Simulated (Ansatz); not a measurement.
# Piezoelectric tensor of KBr

Level of theory: DFT PBE, scalar-relativistic, plane waves, PAW (Ansatz). Plane waves to 420 eV; Γ-centred k mesh 6×6×6; fixed occupations. No spin polarisation.

The cell, relaxed at this level:
```xyz
2
Lattice="2.6311 1.5191 4.2992 -2.6311 1.5191 4.2992 0.0000 -3.0381 4.2992" Properties=species:S:1:pos:R:3 pbc="T T T"
K     0.0000    0.0000    3.2159
Br    0.0000    0.0000   -0.0075
```

The structure comes from a generated guess, relaxed at this level; another structure or a mixture of phases may lie lower.

Task: Give the relaxed-ion proper piezoelectric stress tensor e_iJ (C/m², Voigt columns xx yy zz yz xz xy).

Result:
```
x    0.000  0.000  0.000  0.000  0.098  0.141
y    0.141 -0.141  0.000  0.098  0.000  0.000
z    0.100  0.100 -0.199  0.000  0.000  0.000
```
Signs follow the orientation of the cell as given.

Task: With the elastic constants (GPa, Voigt order)
```
11.7  8.1  7.5  1.0  0.0  0.0
 8.1 11.7  7.5 -1.0  0.0  0.0
 7.5  7.5 12.4  0.0  0.0  0.0
 1.0 -1.0  0.0  1.1  0.0  0.0
 0.0  0.0  0.0  0.0  1.1  1.0
 0.0  0.0  0.0  0.0  1.0  1.8
```
find the strain coefficients d = e·C⁻¹ (pC/N).

Result:
```
x     0.0   0.0   0.0   0.0  38.7  57.6
y    29.0 -29.0   0.0  38.5   0.0   0.0
z    20.1  20.1 -40.0   0.0   0.0   0.0
```
